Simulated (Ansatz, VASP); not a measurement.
WSe2 in VASP and in Ansatz

INCAR

```
ALGO = Normal ; EDIFF = 1E-7
ENCUT = 520 ; GGA = PS
ISIF = 2 ; ISMEAR = -5
LASPH = T ; LCHARG = F
LREAL = F ; LWAVE = F
NBANDS = 35 ; NELM = 100
PREC = Accurate ; SIGMA = 0.1
```

The input KPOINTS:

```
k-points
0
Gamma
  6 6 2
```

Contents of POSCAR:

```
WSe2
1.0
    3.2996683534      0.0000000000      0.0000000000
   -1.6498341767      2.8575966181      0.0000000000
    0.0000000000      0.0000000000     13.1485346418
W Se
2 4
Direct
    0.6666666667      0.3333333333      0.7500000000
    0.3333333333      0.6666666667      0.2500000000
    0.3333333333      0.6666666667      0.8766615397
    0.6666666667      0.3333333333      0.3766615397
    0.3333333333      0.6666666667      0.6233384603
    0.6666666667      0.3333333333      0.1233384603
```

Input for Ansatz:

```yaml
crystal:
  lattice:
    - [3.2996683534, 0.0, 0.0]
    - [-1.6498341767, 2.8575966181, 0.0]
    - [0.0, 0.0, 13.1485346418]
  atoms:
    - { symbol: W, position: [0.6666666667, 0.3333333333, 0.75] }
    - { symbol: W, position: [0.3333333333, 0.6666666667, 0.25] }
    - { symbol: Se, position: [0.3333333333, 0.6666666667, 0.8766615397] }
    - { symbol: Se, position: [0.6666666667, 0.3333333333, 0.3766615397] }
    - { symbol: Se, position: [0.3333333333, 0.6666666667, 0.6233384603] }
    - { symbol: Se, position: [0.6666666667, 0.3333333333, 0.1233384603] }
kpoints:
  mp_grid: { grid: [6, 6, 2] }
hamiltonian:
  xc: pbesol
scf:
  occupations: { method: tetrahedron }
  n_extra_bands: 5
output:
  forces: true
  stress: true
  eigenvalues: true
```

Alike in both runs: task single point; functional PBEsol; k mesh 6 × 6 × 2; occupations tetrahedron; no spin polarisation.

|  | VASP | Ansatz |
| --- | --- | --- |
| version | VASP 6.6.1 | Ansatz 0.2.0 |
| potentials or method | VASP PAW PBE potentials, release 64 (W_sv, Se) | plane waves |
| plane-wave cutoff (eV) | 520 | 420 |
| valence electrons in the cell | 52 | 92 |

VASP gave:

| Quantity | Value |
| --- | --- |
| gap on the k mesh at the Fermi level (eV) | 1.00 |
| pressure (GPa) | -1.1 |
| largest component of the traceless stress (GPa) | 1.29 |
| rms of the force components (eV/Å) | 0.011 |

Task: Which values does Ansatz return?

Result: gap on the k mesh at the Fermi level (eV): 1.01; pressure (GPa): -1.5; largest component of the traceless stress (GPa): 1.20; rms of the force components (eV/Å): 0.016.

Atom by atom the forces differ by 0.028 eV/Å (rms over components). With one functional, cell and mesh, what is left measures potentials, basis and numerics. The two sets of potentials don't hold the same shells in valence. Ansatz warned: «band_table_not_solved_further».

Caveats: the PAW data sets were made with another functional, which shifts forces and pressure a little (VASP); spin-orbit coupling is left out, which moves the levels of the heavy elements; this functional lacks dispersion, which binds the layers, so the pressure and a relaxed spacing across them are unreliable. PBEsol gaps usually lie below the measured ones, often by a third to a half. A k mesh can miss the band edges.
